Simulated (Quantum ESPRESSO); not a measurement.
# MoS2 (P6_3/mmc) in Quantum ESPRESSO: band structure with r2SCAN

Aim: the band structure of MoS2 with r2SCAN.

All numbers are computed with Quantum ESPRESSO 7.5; they aren't measurements. Logs are shortened: lines on timing, memory, paths and dates and some standing lists are left out, and cuts for length are marked.

**The experiment to reproduce.**

“Multiwavelength excitation Raman Scattering Analysis of bulk and 2 dimensional MoS2: Vibrational properties of atomically thin MoS2 layers”, 2015, arxiv:1506.03228 reports, for a bulk crystal of MoS2 at 300 K: band gap 1.3 eV (indirect).

The runs below are set against these values where they give the same quantity.

### 1 Starting point

It takes space group P6_3/mmc (No. 194, hexagonal). The conventional cell has a = 3.169 Å, b = 3.169 Å, c = 12.324 Å, α = 90.00°, β = 90.00°, γ = 120.00°. Mo (site symmetry -6m2) has 6 S at 2.41 Å as nearest neighbours. S (site symmetry 3m) has 3 Mo at 2.41 Å as nearest neighbours.

### 2 Band structure, r2SCAN

File pw.in:

```
&CONTROL
  calculation = 'scf'
  prefix = 'pwscf'
  outdir = './tmp'
  pseudo_dir = './pseudo'
  tprnfor = .true.
  tstress = .true.
  disk_io = 'low'
/
&SYSTEM
  ibrav = 0
  celldm(1) = 8
  nat = 6
  ntyp = 2
  ecutwfc = 70
  nbnd = 36
  input_dft = 'r2scan'
  occupations = 'smearing'
  smearing = 'fd'
  degauss = 0.00367493
  nosym = .true.
/
&ELECTRONS
  conv_thr = 1d-08
  electron_maxstep = 120
  mixing_beta = 0.5
/
ATOMIC_SPECIES
Mo    95.9500 Mo_ONCV_PBE-1.2.upf
S     32.0600 S_ONCV_PBE-1.2.upf
CELL_PARAMETERS alat
  0.7485677611174   0.0000000000000   0.0000000000000
 -0.3742838805587   0.6482786975834   0.0000000000000
  0.0000000000000   0.0000000000000   2.9111230949860
ATOMIC_POSITIONS crystal
Mo     0.6666666667    0.3333333333    0.7500000000
Mo     0.3333333333    0.6666666667    0.2500000000
S      0.6666666667    0.3333333333    0.3770000000
S      0.3333333333    0.6666666667    0.8770000000
S      0.6666666667    0.3333333333    0.1230000000
S      0.3333333333    0.6666666667    0.6230000000
K_POINTS automatic
8 8 3 0 0 0
```

File bands.in:

```
&CONTROL
  calculation = 'bands'
  prefix = 'pwscf'
  outdir = './tmp'
  pseudo_dir = './pseudo'
  disk_io = 'low'
  verbosity = 'high'
/
&SYSTEM
  ibrav = 0
  celldm(1) = 8
  nat = 6
  ntyp = 2
  ecutwfc = 70
  nbnd = 36
  input_dft = 'r2scan'
  occupations = 'smearing'
  smearing = 'fd'
  degauss = 0.00367493
  nosym = .true.
/
&ELECTRONS
  conv_thr = 1d-08
  electron_maxstep = 120
  mixing_beta = 0.5
  diago_full_acc = .true.
  startingwfc = 'random'
/
ATOMIC_SPECIES
Mo    95.9500 Mo_ONCV_PBE-1.2.upf
S     32.0600 S_ONCV_PBE-1.2.upf
CELL_PARAMETERS alat
  0.7485677611174   0.0000000000000   0.0000000000000
 -0.3742838805587   0.6482786975834   0.0000000000000
  0.0000000000000   0.0000000000000   2.9111230949860
ATOMIC_POSITIONS crystal
Mo     0.6666666667    0.3333333333    0.7500000000
Mo     0.3333333333    0.6666666667    0.2500000000
S      0.6666666667    0.3333333333    0.3770000000
S      0.3333333333    0.6666666667    0.8770000000
S      0.6666666667    0.3333333333    0.1230000000
S      0.3333333333    0.6666666667    0.6230000000
K_POINTS crystal
60
 0.0000000000  0.0000000000  0.0000000000 1
 0.0555555556  0.0000000000  0.0000000000 1
 0.1111111111  0.0000000000  0.0000000000 1
 0.1666666667  0.0000000000  0.0000000000 1
 0.2222222222  0.0000000000  0.0000000000 1
 0.2777777778  0.0000000000  0.0000000000 1
 0.3333333333  0.0000000000  0.0000000000 1
 0.3888888889  0.0000000000  0.0000000000 1
 0.4444444444  0.0000000000  0.0000000000 1
 0.5000000000  0.0000000000  0.0000000000 1
 0.4666666667  0.0666666667  0.0000000000 1
 0.4333333333  0.1333333333  0.0000000000 1
 0.4000000000  0.2000000000  0.0000000000 1
 0.3666666667  0.2666666667  0.0000000000 1
 0.3333333333  0.3333333333  0.0000000000 1
 0.3030303030  0.3030303030  0.0000000000 1
 0.2727272727  0.2727272727  0.0000000000 1
 0.2424242424  0.2424242424  0.0000000000 1
 0.2121212121  0.2121212121  0.0000000000 1
 0.1818181818  0.1818181818  0.0000000000 1
 0.1515151515  0.1515151515  0.0000000000 1
 0.1212121212  0.1212121212  0.0000000000 1
 0.0909090909  0.0909090909  0.0000000000 1
 0.0606060606  0.0606060606  0.0000000000 1
 0.0303030303  0.0303030303  0.0000000000 1
 0.0000000000  0.0000000000  0.0000000000 1
 0.0000000000  0.0000000000  0.5000000000 1
 0.0500000000  0.0000000000  0.5000000000 1
 0.1000000000  0.0000000000  0.5000000000 1
 0.1500000000  0.0000000000  0.5000000000 1
 0.2000000000  0.0000000000  0.5000000000 1
 0.2500000000  0.0000000000  0.5000000000 1
 0.3000000000  0.0000000000  0.5000000000 1
 0.3500000000  0.0000000000  0.5000000000 1
 0.4000000000  0.0000000000  0.5000000000 1
 0.4500000000  0.0000000000  0.5000000000 1
 0.5000000000  0.0000000000  0.5000000000 1
 0.4666666667  0.0666666667  0.5000000000 1
 0.4333333333  0.1333333333  0.5000000000 1
 0.4000000000  0.2000000000  0.5000000000 1
 0.3666666667  0.2666666667  0.5000000000 1
 0.3333333333  0.3333333333  0.5000000000 1
 0.3076923077  0.3076923077  0.5000000000 1
 0.2820512821  0.2820512821  0.5000000000 1
 0.2564102564  0.2564102564  0.5000000000 1
 0.2307692308  0.2307692308  0.5000000000 1
 0.2051282051  0.2051282051  0.5000000000 1
 0.1794871795  0.1794871795  0.5000000000 1
 0.1538461538  0.1538461538  0.5000000000 1
 0.1282051282  0.1282051282  0.5000000000 1
 0.1025641026  0.1025641026  0.5000000000 1
 0.0769230769  0.0769230769  0.5000000000 1
 0.0512820513  0.0512820513  0.5000000000 1
 0.0256410256  0.0256410256  0.5000000000 1
 0.0000000000  0.0000000000  0.5000000000 1
 0.5000000000  0.0000000000  0.5000000000 1
 0.5000000000  0.0000000000  0.2500000000 1
 0.5000000000  0.0000000000  0.0000000000 1
 0.3333333333  0.3333333333  0.0000000000 1
 0.3333333333  0.3333333333  0.5000000000 1
```

Potentials or basis: SG15 PBE 1.2.

Command:

```console
OMP_NUM_THREADS=1 mpirun -n 4 pw.x -nk 4 -in pw.in > pw.out
OMP_NUM_THREADS=1 mpirun -n 4 pw.x -nk 4 -in bands.in > bands.out
```

pw.out:

```text
This program is part of the open-source Quantum ESPRESSO suite
     for quantum simulation of materials; please cite
         "P. Giannozzi et al., J. Phys.:Condens. Matter 21 395502 (2009);
         "P. Giannozzi et al., J. Phys.:Condens. Matter 29 465901 (2017);
         "P. Giannozzi et al., J. Chem. Phys. 152 154105 (2020);
     in publications or presentations arising from this work. More details at

     IMPORTANT: XC functional enforced from input :
     Exchange-correlation= R2SCAN
                           (   0   0   0   0   0 497 498)
     Any further DFT definition will be discarded
     Please, verify this is what you really want

     K-points division:     npool     =       4
     Subspace diagonalization in iterative solution of the eigenvalue problem:
     a serial algorithm will be used

     G-vector sticks info
     --------------------
     sticks:   dense  smooth     PW     G-vecs:    dense   smooth      PW
     Sum         685     685    211                57065    57065   10119

     Using Slab Decomposition

     bravais-lattice index     =            0
     lattice parameter (alat)  =       8.0000  a.u.
     unit-cell volume          =     723.3082 (a.u.)^3
     number of atoms/cell      =            6
     number of atomic types    =            2
     number of electrons       =        52.00
     number of Kohn-Sham states=           36
     kinetic-energy cutoff     =      70.0000  Ry
     charge density cutoff     =     280.0000  Ry
     scf convergence threshold =      1.0E-08
     mixing beta               =       0.5000
     number of iterations used =            8  plain     mixing
     Exchange-correlation= R2SCAN
                           (   0   0   0   0   0 497 498)

     celldm(1)=   8.000000  celldm(2)=   0.000000  celldm(3)=   0.000000
     celldm(4)=   0.000000  celldm(5)=   0.000000  celldm(6)=   0.000000

     crystal axes: (cart. coord. in units of alat)
               a(1) = (   0.748568   0.000000   0.000000 )
               a(2) = (  -0.374284   0.648279   0.000000 )
               a(3) = (   0.000000   0.000000   2.911123 )

     reciprocal axes: (cart. coord. in units 2 pi/alat)
               b(1) = (  1.335884  0.771273 -0.000000 )
               b(2) = (  0.000000  1.542546  0.000000 )
               b(3) = (  0.000000 -0.000000  0.343510 )

     PseudoPot. # 1 for Mo read from file:
     Mo_ONCV_PBE-1.2.upf
     Pseudo is Norm-conserving, Zval = 14.0
     Generated using ONCVPSP code by D. R. Hamann
     Using radial grid of  602 points,  6 beta functions with:
                l(1) =   0
                l(2) =   0
                l(3) =   1
                l(4) =   1
                l(5) =   2
                l(6) =   2

     PseudoPot. # 2 for S  read from file:
     S_ONCV_PBE-1.2.upf
     Pseudo is Norm-conserving, Zval =  6.0
     Generated using ONCVPSP code by D. R. Hamann
     Using radial grid of  602 points,  4 beta functions with:
                l(1) =   0
                l(2) =   0
                l(3) =   1
                l(4) =   1

     atomic species   valence    mass     pseudopotential
     Mo               14.00    95.95000     Mo( 1.00)
     S                 6.00    32.06000     S ( 1.00)

     No symmetry found

   Cartesian axes

     site n.     atom                  positions (alat units)
         1        Mo     tau(   1) = (   0.3742839   0.2160929   2.1833423  )
         2        Mo     tau(   2) = (  -0.0000000   0.4321858   0.7277808  )
         3        S      tau(   3) = (   0.3742839   0.2160929   1.0974934  )
         4        S      tau(   4) = (  -0.0000000   0.4321858   2.5530550  )
         5        S      tau(   5) = (   0.3742839   0.2160929   0.3580681  )
         6        S      tau(   6) = (  -0.0000000   0.4321858   1.8136297  )

     number of k points=    98  Fermi-Dirac smearing, width (Ry)=  0.0037
                       cart. coord. in units 2pi/alat
        k(    1) = (   0.0000000   0.0000000   0.0000000), wk =   0.0104167
        k(    2) = (   0.0000000   0.0000000   0.1145033), wk =   0.0208333
        k(    3) = (   0.0000000   0.1928183   0.0000000), wk =   0.0208333
        k(    4) = (   0.0000000   0.1928183   0.1145033), wk =   0.0208333
        k(    5) = (   0.0000000   0.1928183  -0.1145033), wk =   0.0208333
        k(    6) = (   0.0000000   0.3856366   0.0000000), wk =   0.0208333
[... 90 lines left out ...]
        k(   97) = (  -0.6679422  -1.1569098   0.0000000), wk =   0.0104167
        k(   98) = (  -0.6679422  -1.1569098   0.1145033), wk =   0.0208333

     Dense  grid:    57065 G-vectors     FFT dimensions: (  32,  32, 125)

     WARNING: libxc functional with ID  497 depends
      on external parameters: check the user_guide of
      QE if you need to modify them or to check their
      default values.

     WARNING: libxc functional with ID  498 depends
      on external parameters: check the user_guide of
      QE if you need to modify them or to check their
      default values.

     Initial potential from superposition of free atoms

     starting charge      51.7773, renormalised to      52.0000
     Starting wfcs are random

     Self-consistent Calculation

     iteration #  1     ecut=    70.00 Ry     beta= 0.50
     Davidson diagonalization with overlap
     ethr =  1.00E-02,  avg # of iterations = 10.1

     total energy              =    -356.39392561 Ry
     estimated scf accuracy    <      12.47674179 Ry
[... 26 lines left out ...]
     total energy              =    -356.57961247 Ry
     estimated scf accuracy    <       0.00495753 Ry

     iteration #  6     ecut=    70.00 Ry     beta= 0.50
     Davidson diagonalization with overlap
     c_bands:  1 eigenvalues not converged
     ethr =  9.53E-06,  avg # of iterations =  6.7

     total energy              =    -356.58038759 Ry
     estimated scf accuracy    <       0.00203764 Ry

     iteration #  7     ecut=    70.00 Ry     beta= 0.50
     Davidson diagonalization with overlap
     ethr =  3.92E-06,  avg # of iterations =  1.7
[... 39 lines left out ...]
     iteration # 13     ecut=    70.00 Ry     beta= 0.50
     Davidson diagonalization with overlap
     ethr =  5.50E-11,  avg # of iterations =  2.0

     End of self-consistent calculation

          k = 0.0000 0.0000 0.0000 (  7077 PWs)   bands (ev):

   -53.1431 -53.1430 -26.2931 -26.2929 -26.0714 -26.0714 -26.0713 -26.0713
    -4.9174  -4.6469  -3.6377  -3.1939   3.6738   4.7465   7.1902   7.4052
     7.4052   7.4202   7.4202   8.5502   8.5502   8.6001   8.6001   9.5437
     9.7065  10.8662  13.1235  13.1235  13.1531  13.1531  13.2492  13.2492
    13.4247  13.4247  16.8591  17.0042
[... 699 lines left out ...]
   -53.1013 -53.1012 -26.4470 -26.4469 -26.2086 -26.2085 -26.1982 -26.1981
    -2.8679  -2.8143  -2.6428  -2.5897   4.2726   4.4181   4.9771   5.0085
     5.8159   6.0950   6.7464   6.8831   7.9939   8.0588   8.2009   8.3129
     9.5982   9.6722  12.5065  12.6410  13.0651  13.1901  13.8884  14.2140
    14.5933  14.9733  17.2914  17.5970

          k =-0.6679-0.1928-0.1145 (  7170 PWs)   bands (ev):

   -53.1013 -53.1012 -26.4470 -26.4469 -26.2086 -26.2085 -26.1982 -26.1981
    -2.8679  -2.8143  -2.6428  -2.5897   4.2726   4.4181   4.9771   5.0085
     5.8160   6.0950   6.7463   6.8831   7.9938   8.0588   8.2009   8.3128
     9.5982   9.6722  12.5065  12.6410  13.0650  13.1902  13.8884  14.2140
    14.5933  14.9733  17.2914  17.5970

          k =-0.6679 0.0000 0.0000 (  7176 PWs)   bands (ev):

   -53.1013 -53.1012 -26.4036 -26.4035 -26.2431 -26.2430 -26.2086 -26.2085
    -2.9079  -2.7733  -2.6903  -2.5487   4.5989   4.8508   4.9060   5.0470
     6.2812   6.3006   6.3195   6.9742   7.0022   7.2352   8.2026   8.5629
     9.5670   9.6581  12.2134  12.7266  13.0804  13.1287  13.3752  13.9277
    14.7640  15.4690  18.0498  18.0586

          k =-0.6679 0.0000 0.1145 (  7157 PWs)   bands (ev):

   -53.1013 -53.1012 -26.4036 -26.4035 -26.2431 -26.2430 -26.2086 -26.2085
    -2.8860  -2.8275  -2.6343  -2.5723   4.6549   4.7741   4.9555   5.0180
     6.1210   6.1801   6.6623   6.9224   7.0802   7.1875   8.2552   8.4449
     9.5921   9.6375  12.3377  12.5923  13.0976  13.1194  13.5020  13.7803
    14.9301  15.2741  18.1817  18.1963

          k =-0.6679 0.0000-0.1145 (  7157 PWs)   bands (ev):

   -53.1013 -53.1012 -26.4036 -26.4035 -26.2431 -26.2430 -26.2086 -26.2085
    -2.8860  -2.8275  -2.6343  -2.5723   4.6549   4.7741   4.9555   5.0180
     6.1210   6.1801   6.6623   6.9224   7.0802   7.1875   8.2552   8.4449
     9.5921   9.6375  12.3377  12.5923  13.0976  13.1194  13.5020  13.7803
    14.9301  15.2741  18.1817  18.1963

          k =-0.6679 0.1928 0.0000 (  7162 PWs)   bands (ev):

   -53.1013 -53.1012 -26.4470 -26.4469 -26.2086 -26.2085 -26.1982 -26.1981
    -2.8881  -2.7652  -2.6918  -2.5697   4.2070   4.4985   4.9710   5.0428
     5.6768   6.3061   6.5812   6.9024   7.9631   8.0472   8.2096   8.4029
     9.5517   9.7037  12.4379  12.7062  13.0223  13.3124  13.6716  14.3099
    14.4900  15.2250  17.0542  17.5692

          k =-0.6679 0.1928 0.1145 (  7170 PWs)   bands (ev):

   -53.1013 -53.1012 -26.4470 -26.4469 -26.2086 -26.2085 -26.1982 -26.1981
    -2.8679  -2.8143  -2.6428  -2.5897   4.2726   4.4181   4.9771   5.0085
     5.8160   6.0950   6.7463   6.8831   7.9938   8.0588   8.2009   8.3128
     9.5982   9.6722  12.5065  12.6410  13.0650  13.1902  13.8884  14.2140
    14.5933  14.9733  17.2914  17.5970

          k =-0.6679 0.1928-0.1145 (  7170 PWs)   bands (ev):

   -53.1013 -53.1012 -26.4470 -26.4469 -26.2086 -26.2085 -26.1982 -26.1981
    -2.8679  -2.8143  -2.6428  -2.5897   4.2726   4.4181   4.9771   5.0085
     5.8159   6.0950   6.7464   6.8831   7.9939   8.0588   8.2009   8.3129
     9.5982   9.6722  12.5065  12.6410  13.0651  13.1901  13.8884  14.2140
    14.5933  14.9733  17.2914  17.5970
[... 11 lines left out ...]
   -53.1013 -53.1012 -26.4785 -26.4784 -26.2085 -26.2084 -26.1653 -26.1652
    -2.8488  -2.8006  -2.6512  -2.6081   3.9655   4.1210   4.9612   5.0475
     5.7612   6.0727   6.7903   6.8325   8.0156   8.1335   9.0187   9.1207
     9.4294   9.4939  12.6041  12.6273  13.0658  13.1942  14.1706  14.6082
    14.6189  14.8383  16.7124  16.9648

     the Fermi energy is    11.3553 ev

!    total energy              =    -356.58052597 Ry
     estimated scf accuracy    <          5.1E-09 Ry
     smearing contrib. (-TS)   =      -0.00000006 Ry
     internal energy E=F+TS    =    -356.58052590 Ry

     The total energy is F=E-TS. E is the sum of the following terms:
     one-electron contribution =    -176.06150081 Ry
     hartree contribution      =     108.72838161 Ry
     xc contribution           =     -49.55241894 Ry
     ewald contribution        =    -239.69498775 Ry

     convergence has been achieved in  13 iterations

     Forces acting on atoms (cartesian axes, Ry/au):

     atom    1 type  1   force =     0.00000001   -0.00000004    0.00029214
     atom    2 type  1   force =     0.00000014   -0.00000005   -0.00028363
     atom    3 type  2   force =    -0.00000002   -0.00000007   -0.00895764
     atom    4 type  2   force =    -0.00000013    0.00000007   -0.00884992
     atom    5 type  2   force =    -0.00000008    0.00000011    0.00884588
     atom    6 type  2   force =     0.00000008   -0.00000003    0.00895317

     Total force =     0.017808     Total SCF correction =     0.000202

     Computing stress (Cartesian axis) and pressure

          total   stress  (Ry/bohr**3)                   (kbar)     P=        6.29
   0.00006320   0.00000000  -0.00000000            9.30        0.00       -0.00
   0.00000000   0.00006320   0.00000000            0.00        9.30        0.00
  -0.00000000   0.00000000   0.00000196           -0.00        0.00        0.29

=------------------------------------------------------------------------------=
   JOB DONE.
=------------------------------------------------------------------------------=
```

It took 8.7 min on 4 MPI ranks of Arm Neoverse V1, shared host; peak memory 0.92 GiB.

What came out:

```yaml
Free_energy: -4851.5252 eV
Pressure: 0.6 GPa
Largest_force: 0.230 eV/Å
Band_gap_on_the_k_mesh: 1.10 eV, indirect (least direct gap 2.07 eV)
Band_gap_along_the_path: 1.00 eV, indirect (least direct gap 1.78 eV)
```

Forces in eV/Å, atoms in the order of the input:
```
Mo   0.000  0.000  0.008
Mo   0.000  0.000 -0.007
S    0.000  0.000 -0.230
S    0.000  0.000 -0.228
S    0.000  0.000  0.227
S    0.000  0.000  0.230
```

Stress tensor (GPa, compression positive):
```
0.93 0.00 0.00
0.00 0.93 0.00
0.00 0.00 0.03
```

Levels at the corners of the path, in eV from the valence-band top:
```csv
point,band 22,band 23,band 24,band 25,band 26,band 27,band 28,band 29,band 30,band 31
Γ,-2.27,-2.27,-1.32,-1.16,0.00,2.26,2.26,2.29,2.29,2.38
M,-2.66,-1.90,-1.69,-1.48,-1.35,1.73,1.77,2.13,2.38,3.13
K,-4.00,-2.88,-2.88,-0.81,-0.65,1.13,1.13,2.03,3.02,3.02
Γ,-2.27,-2.27,-1.32,-1.16,0.00,2.26,2.26,2.29,2.29,2.38
A,-2.29,-2.29,-2.29,-0.29,-0.29,2.26,2.26,2.26,2.26,2.48
L,-2.80,-1.80,-1.80,-1.40,-1.40,1.75,1.75,2.27,2.27,3.50
H,-3.63,-3.06,-3.06,-0.74,-0.74,1.13,1.13,2.50,2.50,3.06
A,-2.29,-2.29,-2.29,-0.29,-0.29,2.26,2.26,2.26,2.26,2.48
L,-2.80,-1.80,-1.80,-1.40,-1.40,1.75,1.75,2.27,2.27,3.50
M,-2.66,-1.90,-1.69,-1.48,-1.35,1.73,1.77,2.13,2.38,3.13
K,-4.00,-2.88,-2.88,-0.81,-0.65,1.13,1.13,2.03,3.02,3.02
H,-3.63,-3.06,-3.06,-0.74,-0.74,1.13,1.13,2.50,2.50,3.06
```

Caveat: the potentials were made for another functional, which shifts forces and pressure; some levels on the path didn't converge; the mesh misses the band edges, which the band path finds closer together.

### 3 Comparison with measurements

Step 2. Against the measured gap of MoS2, 1.3 eV (indirect; 300 K; “Multiwavelength excitation Raman Scattering Analysis of bulk and 2 dimensional MoS2: Vibrational properties of atomically thin MoS2 layers”, 2015, arxiv:1506.03228), the calculated 1.00 eV is off by -0.30 eV. Spin-orbit coupling on Mo is left out. The value is that of r2SCAN, without temperature or zero-point motion.
